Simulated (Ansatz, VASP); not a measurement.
NaF (Villiaumite): VASP beside Ansatz

```
Na F
1.0
     0.00000    2.25065    2.25065
     2.25065    0.00000    2.25065
     2.25065    2.25065    0.00000
Na F
1 1
Direct
  0.00000 0.00000 0.00000
  0.50000 0.50000 0.50000
```

Alike in both runs: functional r2SCAN; k mesh 10 × 10 × 10; occupations fermi-dirac, width 0.02 eV; no spin polarisation.

Ansatz relaxed the structure, and its values are those at the end. VASP's run is a single point on that final structure, the one shown.

|  | VASP | Ansatz |
| --- | --- | --- |
| version | VASP 6.6.1 | Ansatz 0.2.0 |
| potentials or method | VASP PAW PBE potentials, release 64 (Na_pv, F) | PAW plane waves |
| plane-wave cutoff (eV) | 520 | 500 |
| valence electrons in the cell | 14 | 16 |

Ansatz gave:

```
gap on the k mesh at the Fermi level (eV) : 7.65
pressure (GPa)                            : 3.9
```

Question: Which values does VASP return?

Answer: gap on the k mesh at the Fermi level (eV): 7.69; pressure (GPa): 3.2.

The two sets of potentials don't hold the same shells in valence. Ansatz warned: «stress_scf_threshold_loose».

Caveats: the PAW data sets were made with another functional, which shifts forces and pressure a little (VASP). r2SCAN opens gaps a little over a GGA but as a rule still falls short of measured ones. A k mesh can miss the band edges.
